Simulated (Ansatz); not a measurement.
Crystal: SrO.

```
CELL_PARAMETERS angstrom
0.00000 2.56630 2.56630
2.56630 0.00000 2.56630
2.56630 2.56630 0.00000
ATOMIC_POSITIONS crystal
Sr 0.50000 0.50000 0.50000
O 0.00000 0.00000 0.00000
```

Base run:

```yaml
Program: Ansatz 0.2.0
Functional: PBE
Potentials_or_basis: Ansatz PAW
Cutoff: 420 eV
Density_cutoff: 1680 eV
k_mesh: 7 × 7 × 7
Occupations: fermi-dirac, width 0.05 eV
Spin: spin-orbit coupling, no magnetisation
```

Its results: band gap on the k mesh 3.39 eV, indirect (least direct gap 3.45 eV); pressure 3.3 GPa.

Question: After a change of settings the same cell gave: band gap on the k mesh 3.23 eV, indirect (least direct gap 3.29 eV); pressure -3.8 GPa. Which change was it?
A. functional from PBE to LDA
B. k mesh from 7 × 7 × 7 to 9 × 9 × 9; spin from spin-orbit coupling, no magnetisation to no spin polarisation; potential files from those of the base run to others of the same set
C. cutoff from 420 eV to 500 eV; density cutoff from 1680 eV to 2000 eV; k mesh from 7 × 7 × 7 to 9 × 9 × 9; spin from spin-orbit coupling, no magnetisation to no spin polarisation; potential files from those of the base run to others of the same set

Answer: A.

LDA binds more tightly than PBE, so the same cell stands under less pressure.

Caveats: the k mesh misses the band edges, so the gap on the mesh is wider than the one along the path; the PAW data sets come from PBE, with cores solved anew for the run's functional, which leaves a small shift of forces and pressure (some runs).

Not every run made on this cell is shown here.
